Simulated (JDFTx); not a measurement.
Pd under changes of volume

One of the cells (14.750 Å³/atom); the others are scaled copies at fixed shape and fractional positions:

```
CELL_PARAMETERS angstrom
0.00000 1.94650 1.94650
1.94650 0.00000 1.94650
1.94650 1.94650 0.00000
ATOMIC_POSITIONS crystal
Pd 0.00000 0.00000 0.00000
```

* Program: JDFTx 1.7.0 (patched build)
* Functional: r2SCAN
* Potentials or basis: SG15-PBE-1.2 with smoothed tails
* Cutoff: 1088 eV
* Density cutoff: 4354 eV
* k mesh: 12 × 12 × 12
* Occupations: fermi-dirac, width 0.05 eV
* Spin: no spin polarisation

```csv
volume (Å³/atom),energy over the lowest point (meV/atom),pressure (GPa)
13.865,?,?
14.160,18.52,9.7
14.455,5.14,4.9
14.750,0.00,0.7
15.045,2.10,-2.9
15.340,10.54,-6.1
15.635,24.56,-9.0
```

Question: What does the run at 13.865 Å³/atom give?

Answer: Energy over the lowest point 41.27 meV/atom; pressure 15.1 GPa.

Worked out: A Birch-Murnaghan fit of order 3 (a polynomial in V^(-2/3)) to the other rows has its minimum at 14.81 Å³/atom with B0 = V·E''(V) = 192 GPa and B' = 5.5. It gives 41.28 meV/atom at 13.865 Å³/atom, against the run's 41.27, and -dE/dV = 15.1 GPa, against 15.1.

Energies are extrapolated to zero smearing.

Caveats: the potentials were made for another functional, which shifts forces and pressure.
